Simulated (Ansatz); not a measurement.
# NbN: the cost of one run

Computed with Ansatz 0.2.0 (DFT PBE, scalar-relativistic, plane waves, PAW, unless a step's input says otherwise).

4 further runs of the same task are left out: 4 set aside as unsound or not needed.

## (1) Starting point

The structure is cubic, space group Fm-3m (No. 225). Conventional cell: a = 4.423 Å, b = 4.423 Å, c = 4.423 Å, α = 90.00°, β = 90.00°, γ = 90.00°. Nb (site symmetry m-3m) has 6 N at 2.21 Å as nearest neighbours. Around N (site symmetry m-3m) lie 6 Nb at 2.21 Å.

Structure file:

```
CELL_PARAMETERS angstrom
0.00000 2.21158 2.21158
2.21158 0.00000 2.21158
2.21158 2.21158 0.00000
ATOMIC_POSITIONS crystal
Nb 0.50000 0.50000 0.50000
N 0.00000 0.00000 0.00000
```

This cell was relaxed beforehand with the same method: volume 10.82 Å³/atom, gap on the mesh none (metal).

## (2) Relaxing at 20 GPa

At a set pressure the run lowers the enthalpy E + PV, so the energy alone may rise along the way.

input.yaml reads:

```yaml
crystal:
  lattice:
    - [0.0, 2.2115825072, 2.2115825072]
    - [2.2115825072, 0.0, 2.2115825072]
    - [2.2115825072, 2.2115825072, 0.0]
  atoms:
    - { symbol: Nb, position: [0.5, 0.5, 0.5] }
    - { symbol: "N", position: [0.0, 0.0, 0.0] }
basis:
  ecutwfc: 420
kpoints:
  mp_grid: { grid: [16, 16, 16] }
hamiltonian:
  xc: pbe
scf:
  occupations: { method: fermi_dirac, width: 0.15 }
output:
  forces: true
  stress: true
  eigenvalues: true
relax:
  adjacent_minimum: "off"
  f_tol: 0.001
  max_steps: 60
  cell: { stress_tol: 0.02, p_target: 20.0 }
```

On the command line:

```sh
$ ansatz run input.yaml --threads 1 --pin off --max-ram 3072MiB --backend cpu --events-out ev --progress --plain --runs-dir out
```

**Question.** How long does this run take on 1 thread of Intel Xeon Platinum 8259CL at 2.50GHz (Skylake/Cascade Lake), shared host, and how much memory does it need?

About 27 s, with a peak of 0.44 GiB.
